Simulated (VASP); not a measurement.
# CaSe: forms and solvers of the BSE on one G0W0 step

CaSe, Fm-3m (no. 225), 2 atoms in the cell. PBE, G0W0 and BSE; PAW potentials Se_GW, Ca_sv_GW (PBE set).

GW step before the BSE: G0W0.

## Input

INCAR.step1:
```
  PREC = Accurate
  ENCUT = 280
  ISMEAR = 0
  SIGMA = 0.02
  EDIFF = 1E-8
  LASPH = T
  KPAR = 4
  LWAVE = T
  LCHARG = F
```

INCAR.step2, as INCAR.step1 but for:
```
- EDIFF = 1E-8
+ EDIFF = 1E-7
+ ALGO = Exact
+ NELM = 1
+ LOPTICS = T
+ ISTART = 1
+ NBANDS = 68
+ NEDOS = 2000
```

INCAR.step3:
```
  PREC = Accurate
  ENCUT = 280
  ISMEAR = 0
  SIGMA = 0.02
  LASPH = T
  KPAR = 4
  LWAVE = T
  LCHARG = F
  ALGO = EVGW0
  NELMGW = 1
  ISTART = 1
  NBANDS = 68
  ENCUTGW = 120
  NOMEGA = 48
  NBANDSGW = 24
  PRECFOCK = Fast
```

INCAR.step4:
```
  PREC = Accurate
  ENCUT = 280
  ISMEAR = 0
  SIGMA = 0.02
  LASPH = T
  KPAR = 4
  LWAVE = F
  LCHARG = F
  ALGO = BSE
  NBANDS = 68
  NBANDSO = 4
  NBANDSV = 4
  IBSE = 2
  NBSEEIG = 4
  ENCUTGW = 120
  PRECFOCK = Fast
  ANTIRES = 0
  OMEGAMAX = 25
  CSHIFT = 0.15
  NOMEGA = 1000
  ISTART = 1
```

INCAR.step5, as INCAR.step4 but for:
```
- ANTIRES = 0
+ ANTIRES = 1
```

INCAR.step6 changes the same tag again: ANTIRES = 2.

INCAR.step7, as INCAR.step6 but for:
```
- ANTIRES = 2
+ ANTIRES = 0
+ LHARTREE = F
+ LADDER = F
```

INCAR.step8, as INCAR.step7 but for:
```
- ANTIRES = 0
- LHARTREE = F
+ ANTIRES = 2
```

INCAR.step9, as INCAR.step8 but for:
```
- ANTIRES = 2
- LADDER = F
+ ANTIRES = 0
+ LTRIPLET = T
```

INCAR.step10, as INCAR.step9 but for:
```
- IBSE = 2
- LTRIPLET = T
+ IBSE = 3
+ BSEPREC = High
```

INCAR.step11, as INCAR.step10 but for:
```
- IBSE = 3
- BSEPREC = High
+ IBSE = 1
```

INCAR.step12, as INCAR.step11 but for:
```
- IBSE = 1
+ IBSE = 2
+ SCISSOR = 0.3
```

INCAR.step13, as INCAR.step12 but for:
```
- NBANDSO = 4
- NBANDSV = 4
- SCISSOR = 0.3
+ NBANDSO = 1
+ NBANDSV = 1
```

INCAR.step14, as INCAR.step13 but for:
```
- NBANDSO = 1
- NBANDSV = 1
+ NBANDSO = 4
+ NBANDSV = 4
+ NBSEBLOCKO = 2
+ NBSEBLOCKV = 2
```

INCAR.step15, as INCAR.step14 but for:
```
- KPAR = 4
- IBSE = 2
- NBSEEIG = 4
- NBSEBLOCKO = 2
- NBSEBLOCKV = 2
+ IBSE = 0
+ NBSEEIG = 3
+ BSEHOLE = 0.54 0.53 0.52
```

INCAR.step16, as INCAR.step15 but for:
```
- BSEHOLE = 0.54 0.53 0.52
+ BSEELECTRON = 0.54 0.53 0.52
```

KPOINTS:
```
k-points
0
Gamma
  4 4 4
```

POSCAR:
```
CaSe
1.0
    0.0000000000      2.9560000000      2.9560000000
    2.9560000000      0.0000000000      2.9560000000
    2.9560000000      2.9560000000      0.0000000000
Se Ca
1 1
Direct
    0.5000000000      0.5000000000      0.5000000000
    0.0000000000      0.0000000000      0.0000000000
```

Commands (each step's output is kept before the next begins):
```
cat potpaw_PBE.64/Se_GW/POTCAR potpaw_PBE.64/Ca_sv_GW/POTCAR > POTCAR
cp INCAR.step1 INCAR
mpirun -np 4 vasp_std > vasp.out
cp INCAR.step2 INCAR
mpirun -np 4 vasp_std > vasp.out
cp INCAR.step3 INCAR
mpirun -np 4 vasp_std > vasp.out
cp INCAR.step4 INCAR
mpirun -np 4 vasp_std > vasp.out
cp INCAR.step5 INCAR
mpirun -np 4 vasp_std > vasp.out
cp INCAR.step6 INCAR
mpirun -np 4 vasp_std > vasp.out
cp INCAR.step7 INCAR
mpirun -np 4 vasp_std > vasp.out
cp INCAR.step8 INCAR
mpirun -np 4 vasp_std > vasp.out
cp INCAR.step9 INCAR
mpirun -np 4 vasp_std > vasp.out
cp INCAR.step10 INCAR
mpirun -np 4 vasp_std > vasp.out
cp INCAR.step11 INCAR
mpirun -np 4 vasp_std > vasp.out
cp INCAR.step12 INCAR
mpirun -np 4 vasp_std > vasp.out
cp INCAR.step13 INCAR
mpirun -np 4 vasp_std > vasp.out
cp INCAR.step14 INCAR
mpirun -np 4 vasp_std > vasp.out
cp INCAR.step15 INCAR
mpirun -np 1 vasp_std > vasp.out
cp INCAR.step16 INCAR
mpirun -np 1 vasp_std > vasp.out
rm WFULL*.tmp
cp INCAR.step4 INCAR
mpirun -np 4 vasp_std > vasp.out
```

## Result

- Direct quasiparticle gap on the mesh (eV): 4.58
- Direct Kohn-Sham gap on the mesh (eV): 2.96

One ground state, settings moved in the last step alone:

| Settings | ε at zero frequency | First excitation (eV) | First bright (eV) | Time (s) |
|---|---|---|---|---|
| BSE, Tamm-Dancoff | 4.61 | 4.097 | 4.097 | 4 |
| BSE, ANTIRES 1 | 4.48 | 4.105 | 4.105 | 5 |
| BSE, ANTIRES 2 | 4.48 | 4.096 | 4.096 | 7 |
| independent quasiparticles | 4.13 | 4.582 | 4.582 | 2 |
| RPA on quasiparticles, ANTIRES 2 | 3.89 | 4.593 | 4.593 | 4 |
| triplet | – | 4.081 | – | 2 |
| Lanczos (IBSE 3) | 4.61 | – | – | 5 |
| time evolution (IBSE 1) | 4.60 | – | – | 7 |
| scissor of 0.3 eV on top | 4.42 | 4.397 | 4.397 | 5 |
| one valence and one conduction band | 2.27 | 4.102 | 4.102 | 2 |
| matrix set up in blocks of bands | 4.61 | 4.097 | 4.097 | 19 |
| old driver (IBSE 0) with the exciton's density | 4.61 | 4.097 | 4.097 | 10 |
| electron held instead of the hole | 4.61 | 4.097 | 4.097 | 10 |
| diagonal screening alone | 4.56 | 4.098 | 4.098 | 4 |

Make-up of the lowest excitation, one of several of nearly equal energy, so its shares depend on the choice among them:

| k point | From band | To band | Share |
|---|---|---|---|
| 0.000 0.000 0.000 | 7 | 9 | 0.95 |
| 0.500 0.500 0.000 | 8 | 9 | 0.01 |
| 0.500 0.000 0.500 | 8 | 9 | 0.01 |
| 0.000 0.500 0.500 | 8 | 9 | 0.01 |
| 0.000 0.000 0.000 | 6 | 9 | 0.01 |
| 0.500 0.000 0.500 | 7 | 9 | 0.00 |

Limits: The 4×4×4 mesh is coarse for a spectrum: peaks stand apart that a denser mesh merges; bands, mesh and cutoff of the G0W0 step are small, so absolute energies aren't converged; the pairs hold 4 valence and 4 conduction bands, and what lies beyond is missing from ε.

VASP 6.6.1 took 114 s on 4 cores (Intel Xeon Platinum 8259CL @ 2.50GHz (Skylake/Cascade Lake)), a shared host.
